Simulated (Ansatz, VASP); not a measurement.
**SnSe in VASP and in Ansatz**

```
CELL_PARAMETERS angstrom
0.00000 2.86372 2.86372
2.86372 0.00000 2.86372
2.86372 2.86372 0.00000
ATOMIC_POSITIONS crystal
Sn 0.00000 0.00000 0.00000
Se 0.50000 0.50000 0.50000
```

Alike in both runs: functional PBE; dispersion D3(BJ); k mesh 10 × 10 × 10; no spin polarisation.

Ansatz relaxed the structure, and its values are those at the end. VASP's run is a single point on that final structure, the one shown.

```csv
,VASP,Ansatz
version,VASP 6.6.1,Ansatz 0.2.0
potentials or method,"VASP PAW PBE potentials, release 64 (Sn_d, Se)","scalar-relativistic, plane waves, PAW"
plane-wave cutoff (eV),520,420
occupations,"gaussian, width 0.01 eV",fixed
valence electrons in the cell,20,30
```

```csv
,VASP,Ansatz,Ansatz less VASP
gap on the k mesh at the Fermi level (eV),0.28,0.28,+0.001
least direct gap on the mesh (eV),0.56,0.56,-0.002
pressure (GPa),9.0,9.0,-0.01
```

The two sets of potentials don't hold the same shells in valence.

Caveats: spin-orbit coupling is left out, which moves the levels of the heavy elements.
